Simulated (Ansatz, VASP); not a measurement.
# One calculation of Cr, two programs

Contents of INCAR:

```
  PREC = Accurate
  ENCUT = 520
  EDIFF = 1E-7
  ISMEAR = -1
  SIGMA = 0.1
  LREAL = F
  LASPH = T
  NELM = 80
  ALGO = Normal
  ISIF = 2
  LWAVE = F
  LCHARG = F
  GGA = RP
  NBANDS = 12
```

Contents of KPOINTS:

```
Automatic mesh
0
Gamma
  25 25 25
```

File POSCAR:

```
Cr
1.0
   -1.4530257883      1.4530257883      1.4530257883
    1.4530257883     -1.4530257883      1.4530257883
    1.4530257883      1.4530257883     -1.4530257883
Cr
1
Direct
    0.0000000000      0.0000000000      0.0000000000
```

Input for Ansatz:

```yaml
crystal:
  lattice:
    - [-1.4530257883, 1.4530257883, 1.4530257883]
    - [1.4530257883, -1.4530257883, 1.4530257883]
    - [1.4530257883, 1.4530257883, -1.4530257883]
  atoms:
    - { symbol: Cr, position: [0.0, 0.0, 0.0] }
hamiltonian:
  xc: rpbe
  pseudopotentials:
    kind: paw
    azcp:
      Cr: "pseudopotentials/Cr.paw.azcp"
basis:
  ecutwfc: 420
  fft_grid_basis: typed
kpoints:
  mp_grid: { grid: [25, 25, 25], shift: [0, 0, 0] }
magnetization:
  spin_polarized: false
scf:
  occupations: { method: fermi_dirac, width: 0.1 }
output:
  stress: true
```

Alike in both runs: task single point; functional RPBE; k mesh 25 × 25 × 25; occupations fermi-dirac, width 0.1 eV; no spin polarisation.

|  | VASP | Ansatz |
| --- | --- | --- |
| version | VASP 6.6.1 | Ansatz 0.2.0 |
| potentials or method | VASP PAW PBE potentials, release 64 (Cr_pv) | plane waves (420 eV) with PAW, scalar-relativistic |
| plane-wave cutoff (eV) | 520 | 420 |
| valence electrons in the cell | 12 | 14 |

```csv
,VASP,Ansatz,Ansatz less VASP
pressure (GPa),-9.1,-8.8,+0.35
```

With one functional, cell and mesh, what is left measures potentials, basis and numerics. The two sets of potentials don't hold the same shells in valence.

Caveats: the PAW data sets were made with another functional, which shifts forces and pressure a little (VASP); the run has no spin polarisation, though such a crystal can be magnetic. Spin polarisation is off, so any magnetic state and its effect on volume and gap are missing.
